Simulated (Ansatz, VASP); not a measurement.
# TaInSe3: VASP beside Ansatz, part 2 of 2

One calculation is typed for both programs; each brings its own data sets. How far apart do they land? The cell is generated by rule, not measured, and may not be a known phase. The cell is taken from a series of runs on this material, whose earlier steps may have relaxed, scaled, displaced or heated it; both programs get it as it stands.

VASP 6.6.1 and Ansatz 0.2.0.

So far. Step 2 (VASP: single point, PBEsol, pair 1): The run ends at a pressure of 0.01 GPa, with forces up to 0.21 eV/Å. Step 3 (Ansatz: single point, PBEsol, pair 1): The run ends at a pressure of -0.16 GPa, with forces up to 0.21 eV/Å.

The structure was built from a prototype and need not be the compound's stable phase.

**5. Ansatz: single point, PBEsol, pair 2**

Level of this step: Ansatz beside VASP: Kohn-Sham DFT, plane waves, PBEsol (Ansatz).

A single point gives forces, pressure and levels at one fixed geometry, so differences don't come from the geometry; what else differs is listed under the comparison.

The cell is taken from a series of runs on this material, whose earlier steps may have relaxed, scaled, displaced or heated it; both programs get it as it stands.

The input, input.yaml:

```yaml
crystal:
  lattice:
    - [-5.019252156, 0.0, 0.0]
    - [0.0, -5.019252156, -5.019252156]
    - [0.0, -5.019252156, 5.019252156]
  atoms:
    - { symbol: In, position: [1.0, 0.5, 0.5] }
    - { symbol: In, position: [1.0, 1.0, 1.0] }
    - { symbol: Ta, position: [0.5, 0.0, 0.5] }
    - { symbol: Ta, position: [0.5, 0.5, 0.0] }
    - { symbol: Se, position: [0.5, 0.2719156154, 0.2719156154] }
    - { symbol: Se, position: [0.5, 0.7280843846, 0.7280843846] }
    - { symbol: Se, position: [0.5, 0.2280843846, 0.7719156154] }
    - { symbol: Se, position: [0.5, 0.7719156154, 0.2280843846] }
    - { symbol: Se, position: [0.0, 0.0, 0.5] }
    - { symbol: Se, position: [0.0, 0.5, 0.0] }
kpoints:
  mp_grid: { grid: [6, 4, 4] }
hamiltonian:
  xc: pbesol
scf:
  occupations: { method: methfessel_paxton, width: 0.15 }
output:
  forces: true
  stress: true
  eigenvalues: true
```

On the command line:

```sh
ansatz run input.yaml --threads 8 --pin off --max-ram 14336MiB --backend cpu --events-out ev --progress --plain --runs-dir out
```

Numbers of over 12 decimals in the logs are rounded to 6 here.

What it wrote:

```text
[...]
Crystal: 10 atoms, lattice volume = 252.899 Å³
Basis set: ecut = 420 eV, 4981 PW (Γ), exchange–correlation on 72×96×96 points (8 copies of the dense FFT grid, shifted against one another)
Bands: 89, of which v1, the nominal top of the filled ones, is band 74 counted from 1 (73 counted from 0)
Symmetry: 16 space group operations
[...]
k-points: 24 of 96
[...]
k-point 0: bands = [... 70 lower, 8.3334, 8.3940, 8.3940, 8.3955, 8.3955, 8.4350, 9.1630, 10.6120, ... 11 higher]
  k-point 1: bands = [... 70 lower, 7.7620, 7.9000, 8.0917, 8.9885, 9.1126, 9.1595, 9.4071, 10.7548, ... 11 higher]
  k-point 2: bands = [... 70 lower, 7.9046, 7.9046, 8.5690, 8.5690, 9.9712, 9.9712, 10.1067, 10.1067, ... 11 higher]
  k-point 23: bands = [... 70 lower, 7.2616, 7.2616, 9.3319, 9.3319, 10.7346, 10.7346, 11.1807, 11.1807, ... 11 higher]
[key lines of the parts left out:]
SCF converged after 6 iterations
Free energy (F): -63212.678444 eV
Fermi energy:    9.125578 eV
P = ⅓ Tr σ = -0.4235 GPa (-4.235 kbar)
```

The run ends at a pressure of -0.42 GPa, with forces up to 0.29 eV/Å.

**6. VASP: single point, PBEsol, pair 2**

The same cell, functional, mesh and smearing now go to VASP, with its own data sets.

The input, INCAR:

```
SYSTEM = TaInSe3
PREC = Accurate
ENCUT = 500
EDIFF = 1E-06
NELM = 120
ISMEAR = 1
SIGMA = 0.15
LREAL = .FALSE.
ALGO = Normal
GGA = PS
NBANDS = 52
LASPH = .TRUE.
LORBIT = 11
LWAVE = .FALSE.
LCHARG = .FALSE.
ISIF = 2
GGA_COMPAT = .FALSE.
KPAR = 2
```

The input, POSCAR:

```
TaInSe3
1.0
   -5.0192521560      0.0000000000      0.0000000000
    0.0000000000     -5.0192521560     -5.0192521560
    0.0000000000     -5.0192521560      5.0192521560
In Ta Se
2 2 6
Direct
    0.0000000000      0.5000000000      0.5000000000
    0.0000000000      0.0000000000      0.0000000000
    0.5000000000      0.0000000000      0.5000000000
    0.5000000000      0.5000000000      0.0000000000
    0.5000000000      0.2719156154      0.2719156154
    0.5000000000      0.7280843846      0.7280843846
    0.5000000000      0.2280843846      0.7719156154
    0.5000000000      0.7719156154      0.2280843846
    0.0000000000      0.0000000000      0.5000000000
    0.0000000000      0.5000000000      0.0000000000
```

The input, KPOINTS:

```
Automatic mesh
0
Gamma
6 4 4
0 0 0
```

PAW data sets: In_d, Ta_pv and Se (PBE family, release 64).

On the command line:

```sh
mpirun -np 2 vasp_std
```

What it wrote:

```text
[banner, memory and clock lines left out]
running    2 mpi-ranks, on    1 nodes
[...]
[... a notice as in an earlier step ...]

 LDA part: xc-table for (Slater+PW92), standard interpolation
 POSCAR, INCAR and KPOINTS ok, starting setup
[...]
entering main loop
       N       E                     dE             d eps       ncg     rms          rms(c)
DAV:   1     0.809042775194E+03    0.80904E+03   -0.37250E+04  2504   0.158E+03
DAV:   2     0.568905540394E+02   -0.75215E+03   -0.72528E+03  2632   0.412E+02
DAV:   3    -0.543621592095E+02   -0.11125E+03   -0.10657E+03  3136   0.159E+02
DAV:   4    -0.616551112145E+02   -0.72930E+01   -0.71765E+01  3040   0.393E+01
[...]
DAV:  12    -0.577591968201E+02    0.17372E-03   -0.55798E-04  3136   0.112E-01    0.193E-02
DAV:  13    -0.577591964455E+02    0.37456E-06   -0.48765E-05  3372   0.332E-02    0.141E-02
DAV:  14    -0.577591964719E+02   -0.26361E-07   -0.51490E-06  2636   0.949E-03
   1 F= -.57759196E+02 E0= -.57759533E+02  d E =0.101103E-02
```

From OUTCAR (step 6):

```text
  Total       -0.1566905     -0.5536358     -0.5536358      0.0000000      0.0000000      0.0000000
  in kB       -0.9926732     -3.5074197     -3.5074197      0.0000000      0.0000000      0.0000000
  external PRESSURE =      -2.6691709 kB  Pullay stress =       0.0000000 kB

 POSITION                                       TOTAL-FORCE (eV/Angst)
 -----------------------------------------------------------------------------------
      0.00000     -5.01925      0.00000        -0.000000      0.000000      0.000000
      0.00000      0.00000      0.00000        -0.000000     -0.000000      0.000000
     -2.50963     -2.50963      2.50963        -0.000000     -0.000000      0.000000
     -2.50963     -2.50963     -2.50963        -0.000000     -0.000000      0.000000
     -2.50963     -2.72963      0.00000        -0.000000     -0.296430      0.000000
     -2.50963     -7.30888      0.00000        -0.000000      0.296430      0.000000
     -2.50963     -5.01925      2.72963         0.000000     -0.000000      0.296430
     -2.50963     -5.01925     -2.72963        -0.000000     -0.000000     -0.296430
      0.00000     -2.50963      2.50963        -0.000000     -0.000000      0.000000
      0.00000     -2.50963     -2.50963        -0.000000      0.000000     -0.000000
 -----------------------------------------------------------------------------------
    total drift:                                0.000000      0.000000     -0.000000

  FREE ENERGIE OF THE ION-ELECTRON SYSTEM (eV)
  ---------------------------------------------------
  free  energy   TOTEN  =       -57.7591964719 eV

  energy  without entropy=      -57.7602075050  energy(sigma->0) =      -57.75953348

[... 2 parts as in an earlier step ...]

[... 1 further part left out ...]
[key lines of the parts left out:]
E-fermi :   3.9677
```

The run ends at a pressure of -0.27 GPa, with forces up to 0.30 eV/Å.

**7. Differences**

What differs besides the data sets and the points named for the pairs above, as far as they apply: the data sets hold 148 valence electrons in Ansatz (on its default PAW (the set named soft_2) files) and 84 in VASP. Total energies have different zeros and are not compared.

The two programs side by side:

| quantity | Ansatz | VASP | difference |
| --- | --- | --- | --- |
| pressure (GPa) | -0.42 | -0.27 | -0.16 |

Forces (eV/Å; atoms numbered as in POSCAR):

| atom | Ansatz x, y, z | VASP x, y, z |
| --- | --- | --- |
| In1 | 0.000, 0.000, 0.000 | 0.000, 0.000, 0.000 |
| In2 | 0.000, 0.000, 0.000 | 0.000, 0.000, 0.000 |
| Ta3 | 0.000, 0.000, 0.000 | 0.000, 0.000, 0.000 |
| Ta4 | 0.000, 0.000, 0.000 | 0.000, 0.000, 0.000 |
| Se5 | 0.000, -0.290, 0.000 | 0.000, -0.296, 0.000 |
| Se6 | 0.000, 0.290, 0.000 | 0.000, 0.296, 0.000 |
| Se7 | 0.000, 0.000, 0.290 | 0.000, 0.000, 0.296 |
| Se8 | 0.000, 0.000, -0.290 | 0.000, 0.000, -0.296 |
| Se9 | 0.000, 0.000, 0.000 | 0.000, 0.000, 0.000 |
| Se10 | 0.000, 0.000, 0.000 | 0.000, 0.000, 0.000 |

The forces differ by 2.2 meV/Å r.m.s., which is 2.0 % of the r.m.s. force of 0.108 eV/Å (both taken over all components).

**8. VASP: single point, PBEsol, pair 3**

With cell and atoms fixed, the geometry can't cause a difference; cores, projectors, grids and the points listed under the comparison can.

INCAR is that of step 6.

Changes to POSCAR since step 6:

```diff
@@ -12,6 +12,6 @@
     0.5000000000      0.5000000000      0.0000000000
-    0.5000000000      0.2719156154      0.2719156154
-    0.5000000000      0.7280843846      0.7280843846
-    0.5000000000      0.2280843846      0.7719156154
-    0.5000000000      0.7719156154      0.2280843846
+    0.5000000000      0.2818772588      0.2818772588
+    0.5000000000      0.7181227412      0.7181227412
+    0.5000000000      0.2181227412      0.7818772588
+    0.5000000000      0.7818772588      0.2181227412
     0.0000000000      0.0000000000      0.5000000000
```

KPOINTS is that of step 6.

On the command line:

```sh
mpirun -np 2 vasp_std
```

What it wrote:

```text
[... set-up lines as in an earlier step ...]
 entering main loop
       N       E                     dE             d eps       ncg     rms          rms(c)
DAV:   1     0.808784990264E+03    0.80878E+03   -0.37246E+04  2504   0.158E+03
DAV:   2     0.582983089725E+02   -0.75049E+03   -0.72436E+03  2600   0.412E+02
DAV:   3    -0.544498656952E+02   -0.11275E+03   -0.10729E+03  3152   0.160E+02
DAV:   4    -0.618310599102E+02   -0.73812E+01   -0.72612E+01  3112   0.391E+01
[...]
DAV:  12    -0.578907550704E+02    0.12318E-03   -0.41632E-04  3168   0.966E-02    0.195E-02
DAV:  13    -0.578907565291E+02   -0.14587E-05   -0.36897E-05  3332   0.275E-02    0.122E-02
DAV:  14    -0.578907563752E+02    0.15390E-06   -0.39135E-06  2556   0.853E-03
   1 F= -.57890756E+02 E0= -.57890149E+02  d E =-.182083E-02
```

Parts of OUTCAR (step 8):

```text
  Total       -0.5029754     -1.5290290     -1.5290290      0.0000000      0.0000000      0.0000000
  in kB       -3.1864733     -9.6867759     -9.6867759      0.0000000      0.0000000      0.0000000
  external PRESSURE =      -7.5200084 kB  Pullay stress =       0.0000000 kB

 POSITION                                       TOTAL-FORCE (eV/Angst)
 -----------------------------------------------------------------------------------
      0.00000     -5.01925      0.00000         0.000000      0.000000     -0.000000
      0.00000      0.00000      0.00000         0.000000      0.000000     -0.000000
     -2.50963     -2.50963      2.50963         0.000000      0.000000     -0.000000
     -2.50963     -2.50963     -2.50963         0.000000      0.000000     -0.000000
     -2.50963     -2.82963      0.00000         0.000000     -0.351753     -0.000000
     -2.50963     -7.20888      0.00000         0.000000      0.351753     -0.000000
     -2.50963     -5.01925      2.82963        -0.000000      0.000000      0.351753
     -2.50963     -5.01925     -2.82963         0.000000      0.000000     -0.351753
      0.00000     -2.50963      2.50963         0.000000      0.000000      0.000000
      0.00000     -2.50963     -2.50963         0.000000      0.000000     -0.000000
 -----------------------------------------------------------------------------------
    total drift:                               -0.000000      0.000000     -0.000000

  FREE ENERGIE OF THE ION-ELECTRON SYSTEM (eV)
  ---------------------------------------------------
  free  energy   TOTEN  =       -57.8907563752 eV

  energy  without entropy=      -57.8889355474  energy(sigma->0) =      -57.89014943

[... 2 parts as in an earlier step ...]

[... 1 further part left out ...]
[key lines of the parts left out:]
E-fermi :   3.9423
```

The run ends at a pressure of -0.75 GPa, with forces up to 0.35 eV/Å.

**9. Ansatz: single point, PBEsol, pair 3**

The same cell, functional, mesh and smearing now go to Ansatz, which takes its cutoff from its data sets.

The cell is taken from a series of runs on this material, whose earlier steps may have relaxed, scaled, displaced or heated it; both programs get it as it stands.

input.yaml, the sections that differ from step 5:

```yaml
crystal:
  lattice:
    - [-5.019252156, 0.0, 0.0]
    - [0.0, -5.019252156, -5.019252156]
    - [0.0, -5.019252156, 5.019252156]
  atoms:
    - { symbol: In, position: [1.0, 0.5, 0.5] }
    - { symbol: In, position: [1.0, 1.0, 1.0] }
    - { symbol: Ta, position: [0.5, 0.0, 0.5] }
    - { symbol: Ta, position: [0.5, 0.5, 0.0] }
    - { symbol: Se, position: [0.5, 0.2818772588, 0.2818772588] }
    - { symbol: Se, position: [0.5, 0.7181227412, 0.7181227412] }
    - { symbol: Se, position: [0.5, 0.2181227412, 0.7818772588] }
    - { symbol: Se, position: [0.5, 0.7818772588, 0.2181227412] }
    - { symbol: Se, position: [0.0, 0.0, 0.5] }
    - { symbol: Se, position: [0.0, 0.5, 0.0] }
# kpoints, hamiltonian, scf, output: as in step 5
```

On the command line:

```sh
ansatz run input.yaml --threads 8 --pin off --max-ram 14336MiB --backend cpu --events-out ev --progress --plain --runs-dir out
```

What it wrote:

```text
[...]
Crystal: 10 atoms, lattice volume = 252.899 Å³
Basis set: ecut = 420 eV, 4981 PW (Γ), exchange–correlation on 72×96×96 points (8 copies of the dense FFT grid, shifted against one another)
Bands: 89, of which v1, the nominal top of the filled ones, is band 74 counted from 1 (73 counted from 0)
Symmetry: 16 space group operations
[...]
k-points: 24 of 96
[...]
k-point 0: bands = [... 70 lower, 8.2762, 8.4005, 8.4005, 8.4126, 8.4126, 8.4923, 8.9878, 10.5059, ... 11 higher]
  k-point 1: bands = [... 70 lower, 7.7543, 7.7923, 8.1694, 9.0017, 9.0620, 9.1342, 9.4398, 10.7166, ... 11 higher]
  k-point 2: bands = [... 70 lower, 7.7685, 7.7685, 8.7018, 8.7018, 9.9027, 9.9027, 10.0763, 10.0763, ... 11 higher]
  k-point 23: bands = [... 70 lower, 7.2823, 7.2823, 9.3237, 9.3237, 10.5560, 10.5560, 11.1856, 11.1856, ... 11 higher]
[key lines of the parts left out:]
SCF converged after 6 iterations
Free energy (F): -63212.807261 eV
Fermi energy:    9.100772 eV
P = ⅓ Tr σ = -0.9009 GPa (-9.009 kbar)
```

The run ends at a pressure of -0.90 GPa, with forces up to 0.34 eV/Å.

**10. Differences**

What differs besides the data sets and the points named for the pairs above, as far as they apply: the data sets hold 148 valence electrons in Ansatz (on its default PAW (the set named soft_2) files) and 84 in VASP. Total energies have different zeros and are not compared.

Compared:

| quantity | Ansatz | VASP | difference |
| --- | --- | --- | --- |
| pressure (GPa) | -0.90 | -0.75 | -0.15 |

Forces (eV/Å; atoms numbered as in POSCAR):

| atom | Ansatz x, y, z | VASP x, y, z |
| --- | --- | --- |
| In1 | 0.000, 0.000, 0.000 | 0.000, 0.000, 0.000 |
| In2 | 0.000, 0.000, 0.000 | 0.000, 0.000, 0.000 |
| Ta3 | 0.000, 0.000, 0.000 | 0.000, 0.000, 0.000 |
| Ta4 | 0.000, 0.000, 0.000 | 0.000, 0.000, 0.000 |
| Se5 | 0.000, -0.344, 0.000 | 0.000, -0.352, 0.000 |
| Se6 | 0.000, 0.344, 0.000 | 0.000, 0.352, 0.000 |
| Se7 | 0.000, 0.000, 0.344 | 0.000, 0.000, 0.352 |
| Se8 | 0.000, 0.000, -0.344 | 0.000, 0.000, -0.352 |
| Se9 | 0.000, 0.000, 0.000 | 0.000, 0.000, 0.000 |
| Se10 | 0.000, 0.000, 0.000 | 0.000, 0.000, 0.000 |

The forces differ by 2.8 meV/Å r.m.s., which is 2.2 % of the r.m.s. force of 0.128 eV/Å (both taken over all components).

**11. Results**

```
r.m.s. force difference (single point, PBEsol, pair 1) : 1.6 meV/Å
r.m.s. force difference (single point, PBEsol, pair 2) : 2.2 meV/Å
r.m.s. force difference (single point, PBEsol, pair 3) : 2.8 meV/Å
```

**Reading.** The r.m.s. force difference is 2.8 meV/Å (single point, PBEsol, pair 3), within the 12 meV/Å picked in this series as the mark of a large difference. The data sets hold unlike numbers of valence electrons (148 in Ansatz and 84 in VASP), so part of the differences comes from the potentials. 4 further runs of this series are not shown here. How closely two codes agree says nothing of how well the functional describes the real material.

[Lines on the potential files, build, host, timing and source positions are cut from VASP's logs without a mark.]

[Logs are printed without paths, hosts, clocks, repeated set-up lines and the standing remarks that a program may print on its own settings, such as how far it seeks lower states.]

[Hosts, paths, dates, database ids (printed as entryN), source tags and the programs' standing remarks are cut or masked in the printed files.]
